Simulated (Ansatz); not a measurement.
CoO in Ansatz: the effect of functional

Crystal: CoO.

```
Co O
1.0
     1.58057    0.91254    2.53178
    -1.58057    0.91254    2.53178
     0.00000   -1.82508    2.53178
Co O
1 1
Direct
  0.99898 0.99898 0.99898
  0.75102 0.75102 0.75102
```

Measurements of this composition are mostly on another form, of space group No. 225.

The cell isn't the ideal one: volume scaled by 0.96.

Alike in all runs:

- Program: Ansatz 0.2.0
- Task: single point
- Potentials or basis: Ansatz PAW
- k mesh: 10 × 10 × 10
- Occupations: fermi-dirac, width 0.05 eV
- Spin: collinear spin, ferromagnetic start
- Starting moments: [2.0, 0.0] μB

Problem. One run gave: pressure -3.9 GPa; moment 2.56 μB. Which functional did it use?
A. r2SCAN
B. PBEsol
C. LDA

Solution. B.

```csv
functional,cutoff,pressure (GPa),moment (μB)
LDA,420 eV (not typed: the program's choice for these potentials),-13.1,2.33
PBEsol,420 eV (not typed: the program's choice for these potentials),-3.9,2.56
r2SCAN,500 eV (not typed: the program's choice for these potentials),10.4,2.96
```

Caveats: a cell with one magnetic atom can't hold antiferromagnetic order, which such compounds often take; the PAW data sets come from PBE, with cores solved anew for the run's functional, which leaves a small shift of forces and pressure; the magnetic or orbital state may not be the lowest (some runs).

Runs at the PBE level aren't shown here.
